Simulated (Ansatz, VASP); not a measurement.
**SrO: VASP and Ansatz over several settings**

```
CELL_PARAMETERS angstrom
0.00000 2.56630 2.56630
2.56630 0.00000 2.56630
2.56630 2.56630 0.00000
ATOMIC_POSITIONS crystal
Sr 0.50000 0.50000 0.50000
O 0.00000 0.00000 0.00000
```

Single points on this cell with VASP 6.6.1 and Ansatz 0.2.0. Each row is one pair of runs. Alike in all rows: smearing: fermi-dirac, width 0.05 eV; VASP's potentials, cutoff: VASP PAW PBE potentials, release 64 (Sr_sv, O), 520 eV.

| level | spin | k mesh | Ansatz's potentials, cutoff | gap on the k mesh at the Fermi level (eV), VASP | gap on the k mesh at the Fermi level (eV), Ansatz | least direct gap on the mesh (eV), VASP | least direct gap on the mesh (eV), Ansatz | pressure (GPa), VASP | pressure (GPa), Ansatz |
| --- | --- | --- | --- | --- | --- | --- | --- | --- | --- |
| RPBE | off | 9 × 9 × 9 | Ansatz PAW, 420 eV | 3.44 | 3.49 | 3.53 | 3.57 | 7.0 | 6.4 |
| revPBE+D3(BJ) | off | 9 × 9 × 9 | Ansatz PAW, 420 eV | 3.41 | 3.46 | 3.50 | 3.54 | 1.8 | 1.2 |
| BLYP+D4 | off | 9 × 9 × 9 | Ansatz PAW, 420 eV | 3.45 | ? | 3.54 | ? | 3.5 | ? |
| PBE | off | 5 × 5 × 5 | Ansatz PAW, 420 eV | 3.45 | 3.50 | 3.56 | 3.59 | 3.9 | 3.3 |
| PBE | non-collinear, zero start, SOC | 9 × 9 × 9 | Ansatz PAW, 420 eV | 3.30 | 3.35 | 3.37 | 3.41 | 3.9 | 3.3 |
| r2SCAN+rVV10 | off | 9 × 9 × 9 | Ansatz PAW, 500 eV | 3.75 | 3.80 | 3.84 | 3.88 | 1.1 | 0.4 |

Question: Fill in what Ansatz gave in row 3.

Answer: gap on the k mesh at the Fermi level (eV): 3.51; least direct gap on the mesh (eV): 3.58; pressure (GPa): 2.9.

Caveats: the PAW data sets were made with another functional, which shifts forces and pressure a little (some rows); an odd mesh through Γ misses points on the zone boundary, where band edges often lie (VASP); the k mesh is coarse (spacing up to 0.42 Å⁻¹), so the values aren't converged (VASP); odd divisions of the mesh miss points on the zone boundary, where band edges often lie, so the gap on the mesh can be too wide (Ansatz); the pressure holds a Pulay correction of +0.3 GPa for the finite cutoff (Ansatz); the PAW data sets come from PBE, with cores solved anew for the run's functional, which leaves a small shift of forces and pressure (Ansatz); the pressure holds a Pulay correction of +0.5 GPa for the finite cutoff (Ansatz).
